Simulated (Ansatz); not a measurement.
**SiC: the gap against volume**

SiC, P6_3mc, a = 3.094 Å, c = 10.129 Å. The compound has several low-lying forms, and this is one of them. Ansatz: PBE, PAW, 420 eV, Γ-centred 12×12×4 mesh on 8 atoms, Gaussian smearing 0.02 eV; no spin polarisation. Shape and atoms are relaxed at each volume; x = ln(V/V0) with V0 = 10.498 Å³/atom. The gap is read at the mesh points alone.

```
      x gap y (eV)
-0.1278       2.243
-0.0943       2.240
-0.0619       2.236
-0.0305       2.230
 0.0000       2.224
 0.0296       2.216
 0.0583           ?
 0.0953       2.190
```

Q: Fit a straight line to the other rows, give the volume deformation potential of the gap and its pressure coefficient, and predict the missing gap. B0 = 212.8 GPa.

A: Means x = -0.02709, y = 2.2256; Σ(Δx)² = 0.03481, ΣΔxΔy = -0.008042; the slope is their ratio. y = 2.2193 − 0.23102 x. The slope is the deformation potential a = dE_g/d ln V = -0.23 eV, and dE_g/dP = −a/B0 = 1.09 meV/GPa. With a term in x² added, the coefficient of x becomes -0.2623, 14 % more, which shows how far this figure hangs on the form. At x = 0.0583 the fit asked for gives 2.206 eV. The run gave 2.204 eV, so the fit is 0.002 eV too high, within the rms miss on the fitted rows (0.005 eV): the form describes this series only roughly.

Semilocal functionals give gaps under the measured ones; changes of the gap mostly carry over better.